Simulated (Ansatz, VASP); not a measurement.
# Cross-check of AlAs between VASP and Ansatz, part 2 of 2

One calculation is typed for both programs; each brings its own data sets and cutoff. How far apart do they land?

VASP 6.6.1 and Ansatz 0.2.0.

So far: The starting structure; VASP: G0W0 gap, PBE.

### Step 3. Ansatz: G0W0 gap, PBE

Level of this step: Ansatz beside VASP: Kohn-Sham DFT, plane waves, PBE, G0W0 (Ansatz).

Ansatz runs on its default PAW (the set named soft_2) files.

The same cell, functional and mesh now go to Ansatz, which takes its cutoff from its data sets.

input.yaml reads:

```yaml
crystal:
  lattice:
    - [0.0, 2.858425585, 2.858425585]
    - [2.858425585, 0.0, 2.858425585]
    - [2.858425585, 2.858425585, 0.0]
  atoms:
    - { symbol: As, position: [0.75, 0.75, 0.75] }
    - { symbol: Al, position: [0.0, 0.0, 0.0] }
hamiltonian:
  xc: pbe
  pseudopotentials: { kind: paw }
kpoints:
  mp_grid: { grid: [6, 6, 6] }
scf:
  occupations: { method: fixed }
gw:
  n_empty_bands: 188
  ecut_chi: 150.0
  qp_bands: [v2, c2]
  qp_kpoints: band_edges
  screening: { model: contour_deformation }
```

Command:

```sh
$ ansatz run input.yaml --threads 4 --pin off --max-ram 9216MiB --backend cpu --events-out ev --progress --plain --runs-dir out
```

Numbers of over 12 decimals in the logs are rounded to 6 here.

Log:

```text
Engine: ansatz 0.2.0, aarch64-unknown-linux-gnu
Pseudopotentials: kind: paw
Pseudopotential: As, paw, valence charge 15, recommended cutoff 420 eV (normal), As.paw.azcp
Pseudopotential: Al, paw, valence charge 3, recommended cutoff 420 eV (normal), Al.paw.azcp
Functional definition: PBE
  parameter kappa = 0.804
  parameter beta = 0.066725
  exchange = pbe_x(kappa = kappa, mu = beta*pi^2/3)
  correlation = pbe_c(beta = beta)
Crystal: 2 atoms, lattice volume = 46.710 Å³
Basis set: ecut = 420 eV, 941 PW (Γ)
Bands: 13, of which v1, the nominal top of the filled ones, is band 9 counted from 1 (8 counted from 0)
Symmetry: 24 space group operations
Space group: F-43m (ITA 216), of the structure as read, at distance tolerance 3.6e-5 Å
k-points: 16 of 216 (time reversal used)
Non-local potential: As, projectors of the file, l = 0: 2, l = 1: 2, l = 2: 3, l = 3: 1
Non-local potential: Al, projectors of the file, l = 0: 2, l = 1: 2, l = 2: 1
PAW form: soft (Blöchl's): semilocal exchange-correlation on the pseudo side does not see the compensation charge
PAW one-centre angular grid: As, 590 points (default); XC on 64 Gauss nodes
PAW one-centre angular grid: Al, 110 points (default); XC on 64 Gauss nodes
Initial density: superposition of atomic densities (neutral atoms: chi_scale 0, normalization atom), corrected by the library's trained network
Initial wavefunctions: pseudopotential atomic-orbital guess
Functional: x = pbe(κ = 0.804, μ = 0.219515), c = pbe(β = 0.066725)
SCF iter   1: F=—  HF=-5394.604525 eV  |F-HF|=—  |Δ(HF+E_count)|=         —  Δρ=1.52e-3  dr2=2.01e-3  ethr=1.77e-3  ⟨swp⟩=4.8  Hψ=1068  notcnv=0  defer=28
preconditioner: auto → none  [insulator: Δε(μ)=1.468 eV  Ē_g=9.749 eV  n_scr=14 (ndim 8)  ℏωp=15.4 eV  f_vac=0.008  ε∞_Penn≈3.5]
SCF iter   2: F=—  HF=-5394.603757 eV  |F-HF|=—  |Δ(HF+E_count)|=   7.67e-4  Δρ=4.68e-4  dr2=1.03e-4  ethr=1.12e-5  ⟨swp⟩=2.1  Hψ=408  notcnv=0  defer=27
SCF iter   3: F=—  HF=-5394.603796 eV  |F-HF|=—  |Δ(HF+E_count)|=   3.87e-5  Δρ=1.85e-4  dr2=1.16e-5  ethr=5.73e-7  ⟨swp⟩=2.1  Hψ=256  notcnv=0  defer=17
SCF iter   4: F=—  HF=-5394.603807 eV  |F-HF|=—  |Δ(HF+E_count)|=   1.08e-5  Δρ=2.26e-5  dr2=1.32e-7  ethr=6.45e-8  ⟨swp⟩=2.0  Hψ=269  notcnv=0
iter 5 did not close the SCF: its close was put off for the readings that it lacked (scf_convergence_deferred on its scf_iter line)
SCF iter   5: F=-5394.603807 eV  HF=-5394.603807 eV  |F-HF|=4.76e-8  |Δ(HF+E_count)|=   2.10e-7  Δρ=5.39e-6  dr2=1.61e-8  ethr=7.34e-10  ⟨swp⟩=2.0  Hψ=352  notcnv=0
SCF iter   6: F=-5394.603807 eV  HF=-5394.603807 eV  |F-HF|=7.95e-10  |Δ(HF+E_count)|=   1.89e-8  Δρ=1.23e-6  dr2=3.95e-10  ethr=8.96e-11  ⟨swp⟩=3.0  Hψ=983  notcnv=0
SCF 1 converged in 6 iterations: F = -5394.603807 eV  dr2 = 3.95e-10
  greatest PAW one-centre occupation: 0.999 electrons in one spin orbital (limit 2), on the As atom at site 0 (counted from 0), in its partial waves of l = 2
NSCF: frozen V_eff on 16 k-points
G₀W₀ screening: q 1/16
G₀W₀ screening: q 2/16 (q-point 6)
G₀W₀ screening: q 3/16 (q-point 7)
G₀W₀ screening: q 4/16 (q-point 8)
G₀W₀ screening: q 5/16 (q-point 11)
G₀W₀ screening: q 6/16 (q-point 14)
G₀W₀ screening: q 7/16 (q-point 15)
G₀W₀ screening: q 8/16 (q-point 9)
G₀W₀ screening: q 9/16 (q-point 12)
G₀W₀ screening: q 10/16 (q-point 16)
G₀W₀ screening: q 11/16 (q-point 2)
G₀W₀ screening: q 12/16 (q-point 3)
G₀W₀ screening: q 13/16 (q-point 5)
G₀W₀ screening: q 14/16 (q-point 10)
G₀W₀ screening: q 15/16 (q-point 4)
G₀W₀ screening: q 16/16 (q-point 13)
G₀W₀ self-energy: k 1/9
G₀W₀ self-energy: k 2/9
G₀W₀ self-energy: k 3/9
G₀W₀ self-energy: k 4/9
G₀W₀ self-energy: k 5/9
G₀W₀ self-energy: k 6/9
G₀W₀ self-energy: k 7/9
G₀W₀ self-energy: k 8/9
G₀W₀ self-energy: k 9/9
NSCF: frozen V_eff on 1 k-points
NSCF: frozen V_eff on 1 k-points
SCF converged after 6 iterations
Free energy (F): -5394.603807 eV
Harris-Foulkes:  -5394.603807 eV  (|F-HF|=7.95e-10)
Internal energy: -5394.603807 eV  (E = F + TS)
E sigma→0 (E₀):  -5394.603807 eV
Fermi energy:    6.053077 eV
--- Per-component energies (eV) ---
  E_band       = -271.355617
  E_kinetic    = 126.004785
  E_local      = -2136.554444  (includes V_loc(G=0)·N_el)
  E_nonlocal   = -660.029309
  E_hartree    = 1139.825081
  E_xc         = -118.725024
  E_vxc        = -107.950396  (∫ρ·V_xc dr)
  E_paw        = -2303.067567  (= ΣΔE_a)
  E_vpaw       = 227.523770  (= ΣTr[D̂ρ^β])
  E_aug_tail   = 0.000007  (compensation charges beyond the density's cutoff)
  E_ewald      = -1442.057335
  E_smearing   = -0.000000  (= −TS)
  E_closure    = 0.000000  (closes the sum)
  Σ components = -5394.603807   (vs F -5394.603807, Δ=0.00e0)
--- Band table (eV; the first three rows and the last of 16) ---
  k-point 0: bands = [... 5 lower, -5.6478, 6.0531, 6.0531, 6.0531, 7.8741, 10.3013, 10.3013, 10.3013]
  k-point 1: bands = [... 5 lower, -5.3903, 3.9764, 5.7987, 5.7987, 8.7255, 10.7263, 10.7263, 11.1212]
  k-point 2: bands = [... 5 lower, -4.7430, 1.6550, 5.4094, 5.4094, 8.3113, 10.8841, 10.8841, 13.4103]
  k-point 15: bands = [... 5 lower, -3.7561, 0.9554, 3.2232, 3.4633, 9.2284, 10.1163, 13.0555, 13.7508]
--- G₀W₀: contour deformation, 7 samples at zero and on the imaginary axis and 2 off it, 216 q-points, 188 empty bands' worth ---
  eigenvalues of the whole cell's RPA ε∞ on this k-mesh (on a slab, of 1 + 4πα/V) = 10.4918, 10.4918, 10.4918; static W/v taken at q = 0 is 0.095313
  bands read: the sum over 197 bands ends inside a degenerate multiplet in 3 slots, whose members it reads at an even weight; the widest, k=0: bands 197 to 198 (counted from 1) at 1/2 each
  gw.qp_kpoints: band_edges: 9 of 16 stored k-points solved, in 1 pass; an edge of the gap read off the rows below is read off those points alone
    valence top: of the k-points left out ik 7 came nearest to being solved in a further pass, in band 9 (counted from 1, as in the quasiparticle table): it holds the edge there only if its correction is more favourable than any solved in that band by at least 0.854 eV; those differ by 0.071 eV
    conduction bottom: of the k-points left out ik 10 came nearest to being solved in a further pass, in band 10 (counted from 1, as in the quasiparticle table): it holds the edge there only if its correction is more favourable than any solved in that band by at least 0.628 eV; those differ by 0.312 eV
    ik  band        ε_KS         Σx   Σc(E_QP)       V_xc       Z   E_QP_lin       E_QP  E_QP is
     0     8      6.0531   -15.6399     1.1088   -13.8396  0.7666     5.3554     5.3615  root
     0     9      6.0531   -15.6399     1.1088   -13.8396  0.7666     5.3554     5.3615  root
     0    10      7.8741    -9.6263    -3.8296   -13.7379  0.7805     8.1569     8.1560  root
     0    11     10.3013    -6.5703    -4.3338   -11.0808  0.7608    10.4786    10.4780  root
     1     8      5.7987   -15.5304     1.1845   -13.6491  0.7644     5.0954     5.1019  root
     1     9      5.7987   -15.5304     1.1845   -13.6491  0.7644     5.0954     5.1019  root
     1    10      8.7255    -8.5440    -3.9378   -12.7046  0.7751     8.9489     8.9483  root
     1    11     10.7263    -6.5595    -4.4775   -11.2114  0.7544    10.9013    10.9007  root
     2     8      5.4094   -15.5215     1.3484   -13.4598  0.7605     4.6888     4.6961  root
     2     9      5.4094   -15.5215     1.3484   -13.4598  0.7605     4.6888     4.6961  root
     2    10      8.3113    -7.9283    -3.8269   -11.9376  0.7786     8.4940     8.4936  root
     2    11     10.8841    -5.9782    -4.4995   -10.6219  0.7559    11.0286    11.0282  root
     3     8      5.2517   -15.5520     1.4211   -13.4096  0.7589     4.5227     4.5305  root
     3     9      5.2517   -15.5520     1.4211   -13.4096  0.7589     4.5227     4.5305  root
     3    10      8.0897    -7.9415    -3.7614   -11.8741  0.7799     8.2612     8.2609  root
     3    11     10.7185    -5.7205    -4.4256   -10.2731  0.7599    10.8459    10.8456  root
     4     8      5.2989   -15.2403     1.3460   -13.1830  0.7599     4.5802     4.5877  root
     4     9      5.2989   -15.2403     1.3460   -13.1830  0.7599     4.5802     4.5877  root
     4    10      9.3188    -6.3846    -4.0409   -10.5415  0.7720     9.4349     9.4347  root
     4    11      9.7994    -9.1302    -4.1519   -13.5000  0.7665    10.0180    10.0173  root
     6     8      4.0004   -14.9367     1.7825   -12.4376  0.7447     3.2732     3.2838  root
     6     9      4.8309   -15.3357     1.5654   -13.0368  0.7546     4.0886     4.0974  root
     6    10      8.9714    -6.9583    -3.9427   -11.0112  0.7758     9.0818     9.0816  root
     6    11     10.7621    -6.6389    -4.4294   -11.1876  0.7575    10.8818    10.8815  root
[...]
9     8      4.3217   -15.1978     1.7800   -12.6675  0.7479     3.5609     3.5715  root
     9     9      4.3217   -15.1978     1.7800   -12.6675  0.7479     3.5609     3.5715  root
     9    10      8.0710    -5.8700    -3.7203    -9.6091  0.7825     8.0897     8.0897  root
     9    11      9.0434    -6.2655    -3.9295   -10.2694  0.7790     9.1178     9.1177  root
    12     8      3.9510   -15.2314     1.9494   -12.5197  0.7426     3.1767     3.1888  root
    12     9      3.9510   -15.2314     1.9494   -12.5197  0.7426     3.1767     3.1888  root
    12    10      7.5440    -5.4271    -3.6284    -9.0252  0.7867     7.5136     7.5136  root
    12    11      8.3503    -6.4789    -3.7036   -10.2433  0.7830     8.4112     8.4111  root
```

Run time: 74 s. Hardware: 4 threads of Arm Neoverse V1, shared host; peak memory 0.71 GiB.

In the SCF lines HF is the Harris–Foulkes energy and dr2 the Hartree energy of the density residual, in eV; the loop may stop once dr2 is under the threshold and the program's other checks hold. Hψ counts applications of the Hamiltonian.

### Step 4. Comparison

Known differences besides the potentials themselves: the two programs' PAW sets differ in cores and partial waves; the data sets hold 18 valence electrons in Ansatz (default PAW (the set named soft_2) files) and 8 in VASP; the cutoff is 420 eV in Ansatz and 300 eV in VASP; VASP leaves aspherical gradient terms in its spheres out (LASPH is not set), Ansatz keeps them; Ansatz integrates over frequency by contour deformation, VASP on a grid of NOMEGA points. Total energies have different zeros and are not compared.

The two programs side by side:

| quantity | Ansatz | VASP | difference |
| --- | --- | --- | --- |
| G0W0 gap on the mesh (eV) | 2.16 | 2.09 | +0.06 |
| PBE gap under it (eV) | 1.49 | 1.48 | +0.01 |

### Step 5. Outcome

```json
{"difference in G0W0 gap on the mesh (G0W0 gap, PBE)": "0.064 eV"}
```

What this shows: The difference in G0W0 gap on the mesh is 0.064 eV (G0W0 gap, PBE), within the 0.15 eV picked in this series as the mark of a large difference. Such differences can come from data sets, numerical settings and the points named under the comparisons, not from the functional's error against experiment.

[Lines on the potential files, build, host, timing and source positions are cut from VASP's logs without a mark.]

[Logs are printed without paths, hosts, clocks, repeated set-up lines and the standing remarks that a program may print on its own settings, such as how far it seeks lower states.]

[Hosts, paths, dates, database ids (printed as entryN), source tags and the programs' standing remarks are cut or masked in the printed files.]
